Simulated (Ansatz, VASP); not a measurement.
Rh: VASP beside Ansatz

```xyz
3
Lattice="1.3577 0.7839 6.6148 -1.3577 0.7839 6.6148 0.0000 -1.5678 6.6148" Properties=species:S:1:pos:R:3 pbc="T T T"
Rh    0.0000    0.0000    0.0000
Rh    0.0000    0.0000    4.4176
Rh    0.0000    0.0000   15.4266
```

Alike in both runs: functional PBE; k mesh 9 × 9 × 9; occupations gaussian, width 0.1 eV; no spin polarisation.

Ansatz relaxed the structure, and its values are those at the end. VASP's run is a single point on that final structure, the one shown.

|  | VASP | Ansatz |
| --- | --- | --- |
| version | VASP 6.6.1 | Ansatz 0.2.0 |
| potentials or method | VASP PAW PBE potentials, release 64 (Rh_pv) | scalar-relativistic, plane waves, PAW |
| plane-wave cutoff (eV) | 520 | 420 |
| valence electrons in the cell | 45 | 51 |

|  | VASP | Ansatz | Ansatz less VASP |
| --- | --- | --- | --- |
| gap on the k mesh at the Fermi level (eV) | none | none | - |
| pressure (GPa) | 0.0 | 0.0 | -0.04 |

A gap of «none» marks a metal or a gap that the smearing closes. The functional is the same, so the differences come from potentials, cutoffs and numerics. The two sets of potentials don't hold the same shells in valence.
